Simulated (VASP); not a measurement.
Set up this calculation in VASP 6.6.1, as the native input.

* Task: relaxation of cell and atoms
* Functional: PBE
* Potentials or basis: VASP PAW PBE potentials, release 64 (Cs_sv, Pb_d, Cl)
* Cutoff: 600 eV
* k mesh: 6 × 6 × 6
* Occupations: gaussian, width 0.03 eV
* Spin: no spin polarisation
* Further INCAR settings: ALGO = Normal; EDIFF = 1e-06; IBRION = 2; EDIFFG = -0.01; NSW = 90; ISIF = 3

The structure of CsPbCl3 lies in POSCAR:

```
CsPbCl3
1.0
    5.6050000000      0.0000000000      0.0000000000
    0.0000000000      5.6050000000      0.0000000000
    0.0000000000      0.0000000000      5.6050000000
Cs Pb Cl
1 1 3
Direct
    0.0000000000      0.0000000000      0.0000000000
    0.5000000000      0.5000000000      0.5000000000
    0.5000000000      0.5000000000      0.0000000000
    0.0000000000      0.5000000000      0.5000000000
    0.5000000000      0.0000000000      0.5000000000
```

One way to write it, as run:

INCAR

```
SYSTEM = CsPbCl3
  PREC = Accurate
  ENCUT = 600
  EDIFF = 1E-6
  ISMEAR = 0
  SIGMA = 0.03
  LREAL = .FALSE.
  LASPH = .TRUE.
  NELM = 80
  ALGO = Normal
  ISIF = 3
  LWAVE = .FALSE.
  LCHARG = .FALSE.
  GGA = PE
  IBRION = 2
  NSW = 90
  EDIFFG = -0.01
```

KPOINTS

```
Automatic mesh
0
G
  6 6 6
  0 0 0
```

Potentials or basis: VASP PAW PBE potentials, release 64 (Cs_sv, Pb_d, Cl).

The run is started by

```console
$ cat potpaw_PBE.64/Cs_sv/POTCAR potpaw_PBE.64/Pb_d/POTCAR potpaw_PBE.64/Cl/POTCAR > POTCAR
$ mpirun -np 1 vasp_std > vasp.out
```

It gave:

```
Relaxed volume                         : 37.73 Å³/atom
Relaxed cell                           : a = 5.735 Å, b = 5.735 Å, c = 5.735 Å, α = 90.00°, β = 90.00°, γ = 90.00°
Space group after relaxing (to 0.05 Å) : Pm-3m (No. 221)
Energy gained by relaxing              : 12.9 meV/atom
Ionic steps                            : 3
Pressure after relaxing                : 0.0 GPa
Band gap on the k mesh                 : 2.22 eV, direct
```

Caveat: spin-orbit coupling is left out, which as a rule narrows the gap of such compounds by several tenths of an eV.

Wall time 120 s on 1 thread of Intel(R) Xeon(R) 6975P-C (Granite Rapids), on a shared host, peak memory 0.4 GiB.
